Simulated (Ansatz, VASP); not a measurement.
# Two plane-wave programs on GaP

The input INCAR:

```
PREC = Accurate
ENCUT = 600
EDIFF = 1E-7
ISMEAR = 0
SIGMA = 0.02
LREAL = False
LASPH = True
NELM = 100
ALGO = Normal
ISIF = 3
LWAVE = False
LCHARG = False
GGA = PE
IVDW = 12
IBRION = 2
NSW = 100
EDIFFG = -0.005
```

Contents of KPOINTS:

```
Automatic mesh
0
Gamma
  8 8 8
```

The input POSCAR:

```
GaP
1.0
    0.0000000000      2.7252500000      2.7252500000
    2.7252500000      0.0000000000      2.7252500000
    2.7252500000      2.7252500000      0.0000000000
Ga P
1 1
Direct
    0.0000000000      0.0000000000      0.0000000000
    0.7500000000      0.7500000000      0.7500000000
```

Input for Ansatz:

```yaml
crystal:
  lattice:
    - [0.0, 2.72525, 2.72525]
    - [2.72525, 0.0, 2.72525]
    - [2.72525, 2.72525, 0.0]
  atoms:
    - { symbol: Ga, position: [0.0, 0.0, 0.0] }
    - { symbol: P, position: [0.75, 0.75, 0.75] }
basis:
  ecutwfc: 420
kpoints:
  mp_grid: { grid: [8, 8, 8] }
hamiltonian:
  xc: pbe
  dispersion: d3bj
scf:
  occupations: { method: gaussian, width: 0.02 }
output:
  forces: true
  stress: true
  eigenvalues: true
relax:
  adjacent_minimum: "off"
  f_tol: 0.005
  max_steps: 80
  cell: { stress_tol: 0.05 }
```

Alike in both runs: task relaxation of cell and atoms; functional PBE; dispersion D3(BJ); k mesh 8 × 8 × 8; occupations gaussian, width 0.02 eV; no spin polarisation.

|  | VASP | Ansatz |
| --- | --- | --- |
| version | VASP 6.6.1 | Ansatz 0.2.0 |
| potentials or method | VASP PAW PBE potentials, release 64 (Ga_d, P) | scalar-relativistic, plane waves, PAW |
| plane-wave cutoff (eV) | 600 | 420 |
| valence electrons in the cell | 18 | 18 |

|  | VASP | Ansatz | Ansatz less VASP |
| --- | --- | --- | --- |
| gap on the k mesh at the Fermi level, each at its own relaxed structure (eV) | 1.64 | 1.64 | +0.001 |
| relaxed volume (Å³/atom) | 20.18 | 20.19 | +0.012 |
| relaxed cell length with the largest relative difference (Å) | 3.850 | 3.851 | +0.0008 |

A k mesh can miss the band edges.
